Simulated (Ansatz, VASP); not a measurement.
Two plane-wave programs on AlN

INCAR

```
PREC = Accurate
ENCUT = 520
EDIFF = 1E-7
ISMEAR = 0
SIGMA = 0.01
LREAL = Auto
LASPH = T
NELM = 60
ALGO = Normal
ISIF = 2
LWAVE = F
LCHARG = F
GGA = PE
NBANDS = 46
```

File KPOINTS:

```
regular mesh
0
Gamma
  2 2 3
```

File POSCAR:

```
AlN
1.0
    6.2595139150      0.0000000574      0.0000000000
   -3.1297570072      5.4208980363      0.0000000000
    0.0000000000      0.0000000000      5.0174032967
Al N
8 8
Direct
    0.3333333333      0.1666666667      0.4992353700
    0.1666666667      0.3333333333      0.9992353700
    0.3333333333      0.6666666667      0.4992353700
    0.1666666667      0.8333333333      0.9992353700
    0.8333333333      0.1666666667      0.4992353700
    0.6666666667      0.3333333333      0.9992353700
    0.8333333333      0.6666666667      0.4992353700
    0.6666666667      0.8333333333      0.9992353700
    0.3333333333      0.1666666667      0.8807646300
    0.1666666667      0.3333333333      0.3807646300
    0.3333333333      0.6666666667      0.8807646300
    0.1666666667      0.8333333333      0.3807646300
    0.8333333333      0.1666666667      0.8807646300
    0.6666666667      0.3333333333      0.3807646300
    0.8333333333      0.6666666667      0.8807646300
    0.6666666667      0.8333333333      0.3807646300
```

Input for Ansatz:

```yaml
crystal:
  lattice:
    - [6.259513915, 5.742413748126e-08, 0.0]
    - [-3.129757007231, 5.420898036288, 0.0]
    - [0.0, 0.0, 5.017403296667]
  atoms:
    - { symbol: Al, position: [0.3333333333333, 0.1666666666667, 0.49923537] }
    - { symbol: Al, position: [0.1666666666667, 0.3333333333333, 0.99923537] }
    - { symbol: "N", position: [0.3333333333333, 0.1666666666667, 0.88076463] }
    - { symbol: "N", position: [0.1666666666667, 0.3333333333333, 0.38076463] }
    - { symbol: Al, position: [0.3333333333333, 0.6666666666667, 0.49923537] }
    - { symbol: Al, position: [0.1666666666667, 0.8333333333333, 0.99923537] }
    - { symbol: "N", position: [0.3333333333333, 0.6666666666667, 0.88076463] }
    - { symbol: "N", position: [0.1666666666667, 0.8333333333333, 0.38076463] }
    - { symbol: Al, position: [0.8333333333333, 0.1666666666667, 0.49923537] }
    - { symbol: Al, position: [0.6666666666667, 0.3333333333333, 0.99923537] }
    - { symbol: "N", position: [0.8333333333333, 0.1666666666667, 0.88076463] }
    - { symbol: "N", position: [0.6666666666667, 0.3333333333333, 0.38076463] }
    - { symbol: Al, position: [0.8333333333333, 0.6666666666667, 0.49923537] }
    - { symbol: Al, position: [0.6666666666667, 0.8333333333333, 0.99923537] }
    - { symbol: "N", position: [0.8333333333333, 0.6666666666667, 0.88076463] }
    - { symbol: "N", position: [0.6666666666667, 0.8333333333333, 0.38076463] }
basis:
  ecutwfc: 420.0
  ecutrho_ratio: 4
  xc_grid: 2
  fft_grid_basis: typed
  precision: f64
kpoints:
  mp_grid: { grid: [2, 2, 3] }
hamiltonian:
  pseudopotentials: { kind: paw, azcp: { folder: soft_1 } }
scf:
  max_iter: 80
  self_checks: high
  occupations: { method: fixed }
output:
  forces: true
checkpoint:
  write: "../host.point.run"
  compress: false
  write_wavefunctions: true
  write_every: 100000
```

The cell is a database's computed one.

Alike in both runs: task single point; functional PBE; k mesh 2 × 2 × 3; no spin polarisation.

|  | VASP | Ansatz |
| --- | --- | --- |
| version | VASP 6.6.1 | Ansatz 0.2.0 |
| potentials or method | VASP PAW PBE potentials, release 64 (Al, N) | plane-wave PAW DFT |
| plane-wave cutoff (eV) | 520 | 420 |
| occupations | gaussian, width 0.01 eV | fixed |
| valence electrons in the cell | 64 | 64 |

VASP gave:

| Quantity | Value |
| --- | --- |
| gap on the k mesh at the Fermi level (eV) | 4.04 |
| rms of the force components (eV/Å) | 0.007 |

Problem. Which values does Ansatz return?

Solution. gap on the k mesh at the Fermi level (eV): 4.03; rms of the force components (eV/Å): 0.009.

Caveats: the k mesh is coarse (spacing up to 0.58 Å⁻¹), so the values aren't converged.
